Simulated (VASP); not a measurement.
# BP (F-43m) in VASP: a series of runs, part 2 of 2

VASP 6.6.1. Earlier steps stand in the parts before.

**4. Single point, PBEsol (grid = ENCUT=520 dk=0.45 cell=2x2x2 ISMEAR=0 SIGMA=0.05 LREAL=Auto EDIFF=1e-06)**

The input, INCAR:

```
SYSTEM = BP
PREC = Accurate
ENCUT = 520
EDIFF = 1E-6
ISMEAR = 0
SIGMA = 0.05
LREAL = Auto
LASPH = .TRUE.
NELM = 120
ALGO = Fast
ISIF = 2
LWAVE = .FALSE.
LCHARG = .FALSE.
GGA = PS
NBANDS = 40
```

The input, KPOINTS:

```
regular mesh
0
G
  3 3 3
  0 0 0
```

The input, POSCAR:

```
BP
1.0
    0.0000000000      4.5380000000      4.5380000000
    4.5380000000      0.0000000000      4.5380000000
    4.5380000000      4.5380000000      0.0000000000
B P
8 8
Direct
    0.3750000000      0.3750000000      0.3750000000
    0.0000000000      0.0000000000      0.0000000000
    0.0000000000      0.0000000000      0.5000000000
    0.0000000000      0.5000000000      0.0000000000
    0.5000000000      0.0000000000      0.0000000000
    0.5000000000      0.0000000000      0.5000000000
    0.5000000000      0.5000000000      0.0000000000
    0.5000000000      0.5000000000      0.5000000000
    0.3750000000      0.3750000000      0.8750000000
    0.3750000000      0.8750000000      0.3750000000
    0.3750000000      0.8750000000      0.8750000000
    0.8750000000      0.3750000000      0.3750000000
    0.8750000000      0.3750000000      0.8750000000
    0.8750000000      0.8750000000      0.3750000000
    0.8750000000      0.8750000000      0.8750000000
    0.0000000000      0.5000000000      0.5000000000
```

Potentials or basis: VASP PAW PBE potentials, release 64 (B, P).

Run with:

```bash
$ cat potpaw_PBE.64/B/POTCAR potpaw_PBE.64/P/POTCAR > POTCAR
$ mpirun -np 1 vasp_std > vasp.out
```

OUTCAR:

```text
SYSTEM = BP
   PREC = Accurate
   ENCUT = 520
   EDIFF = 1E-6
   ISMEAR = 0
   LREAL = Auto
   LASPH = .TRUE.
   NELM = 120
   ISIF = 2
   GGA = PS

 Found      6 irreducible k-points:

 Following reciprocal coordinates:
            Coordinates               Weight
  0.000000  0.000000  0.000000      1.000000
  0.333333  0.000000  0.000000      2.000000
  0.000000  0.333333  0.000000      6.000000
  0.333333  0.333333  0.000000      6.000000
 -0.333333  0.333333  0.000000      6.000000
  0.000000 -0.333333  0.333333      6.000000
   k-points           NKPTS =      6   k-points in BZ     NKDIM =      6   number of bands    NBANDS=     40
   number of dos      NEDOS =    301   number of ions     NIONS =     16
   total plane-waves  NPLWV = 110592
   dimension x,y,z NGX =    48 NGY =   48 NGZ =   48
   dimension x,y,z NGXF=    96 NGYF=   96 NGZF=   96
   ions per type =               8   8
   NGX,Y,Z   is equivalent  to a cutoff of  12.43, 12.43, 12.43 a.u.
   NGXF,Y,Z  is equivalent  to a cutoff of  24.87, 24.87, 24.87 a.u.
 SYSTEM =  BP
   PREC   = accura    normal or accurate (medium, high low for compatibility)
   ISTART =      0    job   : 0-new  1-cont  2-samecut
   ICHARG =      2    charge: 1-file 2-atom 10-const
   ISPIN  =      1    spin polarized calculation?
   LNONCOLLINEAR =      F non collinear calculations
   LSORBIT =      F    spin-orbit coupling
   LASPH  =      T    aspherical Exc in radial PAW
   ENCUT  =  520.0 eV  38.22 Ry    6.18 a.u.  11.93 11.93 11.93*2*pi/ulx,y,z
   NELM   =    120;   NELMIN=  2; NELMDL= -5     # of ELM steps
   EDIFF  = 0.1E-05   stopping-criterion for ELM
   LREAL  =      T    real-space projection
   EDIFFG = 0.1E-04   stopping-criterion for IOM
   NSW    =      0    number of steps for IOM
   IBRION =     -1    ionic relax: 0-MD 1-quasi-New 2-CG
   NFREE  =      0    steps in history (QN), initial steepest desc. (CG)
   ISIF   =      2    stress and relaxation
   ISYM   =      2    0-nonsym 1-usesym 2-fastsym
   POTIM  = 0.5000    time-step for ionic-motion
   TEBEG  =    0.0;   TEEND  =   0.0 temperature during run
   PSTRESS=    0.0 pullay stress
   NELECT =      64.0000    total number of electrons
   NUPDOWN=      -1.0000    fix difference up-down
   EMIN   =  10.00;   EMAX   =-10.00  energy-range for DOS
   EFERMI =   0.00;   METHOD = LEGACY
   ISMEAR =     0;   SIGMA  =   0.05  broadening in eV -4-tet -1-fermi 0-gaus
   EFERMI_NEDOS =   21; number of points for ismear=-14 and -15
   IALGO  =     68    algorithm
   IMIX   =      4    mixing-type and parameters
     AMIX     =   0.40;   BMIX     =  1.00
     AMIX_MAG =   1.60;   BMIX_MAG =  1.00
  volume/ion in A,a.u.               =      11.68        78.83
  Fermi-wavevector in a.u.,A,eV,Ry     =   1.145320  2.164342 17.847562  1.311759
  Thomas-Fermi vector in A             =   2.282009
   LORBIT       =      0    0 simple, 1 ext, 2 COOP (PROOUT), +10 PAW based schemes
   GGA     = PS    functional components
   LHFCALC =     F    Hartree Fock is set to
   AEXX    =    0.0000 exact exchange contribution
   IVDW    =     0    specifies the selected vdW correction
   LEPSILON=     F    determine dielectric tensor
   LRPA    =     F    only Hartree local field effects (RPA)
 non-spin polarized calculation
 RMM-DIIS sequential band-by-band and
 Gauss-broadening in eV      SIGMA  =   0.05
  energy-cutoff  :      520.00
  volume of cell :      186.91
 maximum number of plane-waves:      5032
   NGX = 23   NGY = 23   NGZ = 23

 number of electron      64.0000001 magnetization

 Free energy of the ion-electron system (eV)
  ---------------------------------------------------
  ext. energy  EPLUGINS =         0.00000000
  ---------------------------------------------------
  free energy    TOTEN  =      -104.58913707 eV

  energy without entropy =     -104.58692963  energy(sigma->0) =     -104.58803335

 E-fermi :   8.0166     XC(G=0): -11.0485

 val. band max:        7.9749834482   @ k =   0.0000   0.0000   0.0000
 cond. band min:       8.0634122652   @ k =   0.0000   0.0000   0.0000
 fundamental gap:      0.0884288170
 Fermi energy:         8.0166060289

 k-point     1 :       0.0000    0.0000    0.0000
  band No.  band energies     occupation
      1      -9.2053      2.00000
      2      -6.2292      2.00000
      3      -5.4370      2.00000
      4      -5.4370      2.00000
      5      -4.2447      2.00000
      6      -3.5042      2.00000
[... 32 lines left out ...]
     39      10.1633      0.00000
     40      10.3792      0.00000

 k-point     2 :       0.3333    0.0000    0.0000
  band No.  band energies     occupation
      1      -9.0416      2.00000
      2      -6.3034      2.00000
      3      -5.3848      2.00000
      4      -5.3848      2.00000
      5      -5.2482      2.00000
      6      -4.0434      2.00000
[... 32 lines left out ...]
     39      10.9442      0.00000
     40      11.1870      0.00000

 k-point     3 :       0.0000    0.3333    0.0000
  band No.  band energies     occupation
      1      -8.9270      2.00000
      2      -6.9364      2.00000
      3      -5.5605      2.00000
      4      -5.4453      2.00000
      5      -4.4473      2.00000
      6      -4.1642      2.00000
[... 32 lines left out ...]
     39      10.6001      0.00000
     40      10.7051      0.00000

 k-point     4 :       0.3333    0.3333    0.0000
  band No.  band energies     occupation
      1      -8.8787      2.00000
      2      -6.7161      2.00000
      3      -5.7200      2.00000
      4      -5.6705      2.00000
      5      -5.1075      2.00000
      6      -4.3051      2.00000
[... 32 lines left out ...]
     39      11.2264      0.00000
     40      11.3230      0.00000

 k-point     5 :      -0.3333    0.3333    0.0000
  band No.  band energies     occupation
      1      -8.7995      2.00000
      2      -6.7561      2.00000
      3      -5.8443      2.00000
      4      -5.5916      2.00000
      5      -5.4538      2.00000
      6      -3.9333      2.00000
[... 32 lines left out ...]
     39      11.8203      0.00000
     40      12.0823      0.00000

 k-point     6 :       0.0000   -0.3333    0.3333
  band No.  band energies     occupation
      1      -8.7180      2.00000
      2      -6.8835      2.00000
      3      -6.5499      2.00000
      4      -5.1390      2.00000
      5      -4.6921      2.00000
      6      -4.2720      2.00000
[... 32 lines left out ...]
     39      11.5659      0.00000
     40      11.8191      0.00000

------------------------ aborting loop because EDIFF is reached ----------------------------------------

  FORCE on cell =-STRESS in cart. coord.  units (eV):
  Direction    XX          YY          ZZ          XY          YZ          ZX
  --------------------------------------------------------------------------------------
  -------------------------------------------------------------------------------------
  Total        2.8635578      2.8635578      2.8635578      2.8443309     -2.8443309      2.8443309
  in kB       24.5466973     24.5466973     24.5466973     24.3818825    -24.3818825     24.3818825
  external PRESSURE =      24.5466973 kB  Pullay stress =       0.0000000 kB

 VOLUME and BASIS-vectors are now :
 -----------------------------------------------------------------------------
  energy-cutoff  :      520.00
  volume of cell :      186.91
      direct lattice vectors                 reciprocal lattice vectors
     0.000000000  4.538000000  4.538000000    -0.110180696  0.110180696  0.110180696
     4.538000000  0.000000000  4.538000000     0.110180696 -0.110180696  0.110180696
     4.538000000  4.538000000  0.000000000     0.110180696  0.110180696 -0.110180696

 POSITION                                       TOTAL-FORCE (eV/Angst)
 -----------------------------------------------------------------------------------
      3.40350      3.40350      3.40350        -1.198660      1.198660      1.198660
      0.00000      0.00000      0.00000        -0.769061      0.161550      0.161550
      2.26900      2.26900      0.00000        -0.161550      0.769061      0.161550
      2.26900      0.00000      2.26900        -0.161550      0.161550      0.769061
      0.00000      2.26900      2.26900         0.153593     -0.153593     -0.153593
      2.26900      4.53800      2.26900         1.245923     -1.245923      0.622486
[... 8 lines left out ...]
      7.94150      7.94150      7.94150         0.208531     -0.208531     -0.208531
      4.53800      2.26900      2.26900        -3.800539      3.800539      3.800539
 -----------------------------------------------------------------------------------
    total drift:                                0.000024     -0.000025     -0.000025

  FREE ENERGIE OF THE ION-ELECTRON SYSTEM (eV)
  ---------------------------------------------------
  free  energy   TOTEN  =      -104.5891370708 eV

  energy  without entropy=     -104.5869296256  energy(sigma->0) =     -104.58803335
```

Wall time 44 s (1 thread of Intel Xeon 6975P-C (Granite Rapids), shared host); peak memory 0.31 GiB.

These settings aren't checked as converged: the numbers below hold their error.

What came out:

```
Free energy            : -104.5891 eV
Pressure               : 2.5 GPa
Largest force          : 6.583 eV/Å
Band gap on the k mesh : 0.09 eV, direct
```

Caveat: the PAW data sets were made with another functional, which shifts forces and pressure a little.

**5. Single point, PBEsol (grid = ENCUT=400 dk=0.35 cell=2x2x2 ISMEAR=0 SIGMA=0.05 LREAL=Auto EDIFF=1e-06)**

Changes to INCAR since step 4:

```diff
@@ -2,3 +2,3 @@
 PREC = Accurate
-ENCUT = 520
+ENCUT = 400
 EDIFF = 1E-6
```

The input, KPOINTS:

```
regular mesh
0
G
  4 4 4
  0 0 0
```

POSCAR is that of step 4.

Run with:

```bash
$ cat potpaw_PBE.64/B/POTCAR potpaw_PBE.64/P/POTCAR > POTCAR
$ mpirun -np 1 vasp_std > vasp.out
```

It took 62 s on 1 thread of Intel Xeon 6975P-C (Granite Rapids), shared host; peak memory 0.26 GiB.

These settings aren't checked as converged: the numbers below hold their error.

What came out:

| Item | Value |
| --- | --- |
| Free energy | -104.7079 eV |
| Pressure | 2.4 GPa |
| Largest force | 6.709 eV/Å |
| Band gap on the k mesh | 0.10 eV, indirect (least direct gap 0.10 eV) |

Caveat: the PAW data sets were made with another functional, which shifts forces and pressure a little.
